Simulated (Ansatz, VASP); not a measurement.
# NaCl in VASP and in Ansatz

```
CELL_PARAMETERS angstrom
3.50219 0.00000 0.00000
0.00000 3.50219 0.00000
0.00000 0.00000 3.50219
ATOMIC_POSITIONS crystal
Cl 0.50000 0.50000 0.50000
Na 0.00000 0.00000 0.00000
```

Measurements of this composition are mostly on another form, of space group No. 225.

Alike in both runs: task relaxation of cell and atoms; functional RPBE; dispersion D4; k mesh 8 × 8 × 8; occupations fermi-dirac, width 0.05 eV; no spin polarisation.

|  | VASP | Ansatz |
| --- | --- | --- |
| version | VASP 6.6.1 | Ansatz 0.2.0 |
| potentials or method | VASP PAW PBE potentials, release 64 (Cl, Na_pv), cutoff 600 eV | all-electron LAPW, scalar-relativistic |

Ansatz gave:

* relaxed volume (Å³/atom): 21.67
* relaxed cell length with the largest relative difference (Å): 3.513

Problem. Estimate VASP's values.

Solution. Relaxed volume (Å³/atom): 21.64; relaxed cell length with the largest relative difference (Å): 3.511.

Ansatz ran all-electron here, so the differences hold the error of VASP's frozen core and of both bases.

Caveats: the PAW data sets were made with another functional, which shifts forces and pressure a little (VASP). RPBE gaps usually lie below the measured ones, often by a third to a half. A k mesh can miss the band edges.
